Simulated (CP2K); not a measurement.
Crystal: Se.

```
Se
1.0
     4.36620    0.00000    0.00000
    -2.18310    3.78124    0.00000
     0.00000    0.00000    4.95360
Se
3
Direct
  0.77460 0.77460 0.00000
  0.00000 0.22540 0.66667
  0.22540 0.00000 0.33333
```

Base run:

```yaml
Program: CP2K 2026.2
Functional: LDA
Potentials_or_basis: POTENTIAL_UZH Se GTH-PBE-q6; TZVP-MOLOPT-PBE-GTH basis
Density_cutoff: 9184 eV
k_mesh: 7 × 7 × 6
Occupations: fermi-dirac, width 0.05 eV
Spin: no spin polarisation
```

Its results: band gap on the k mesh 1.04 eV, indirect (least direct gap 1.39 eV); pressure 1.4 GPa; largest force 0.854 eV/Å.

Q: After a change of settings the same cell gave: band gap on the k mesh 1.69 eV, indirect (least direct gap 1.95 eV); pressure 3.4 GPa; largest force 0.584 eV/Å. Which change was it?
A. functional from LDA to vdW-DF2
B. functional from LDA to MS2
C. functional from LDA to revPBE
D. functional from LDA to PBEsol

A: B.

MS2 gives the wider gap, since meta-GGAs in the generalised Kohn-Sham scheme recover part of the derivative discontinuity.

Caveats: the potentials were made for another functional, which shifts forces and pressure; an odd mesh through Γ misses points on the zone boundary, where band edges often lie; the basis of atomic orbitals isn't converged, which shifts pressures, moduli and gaps.
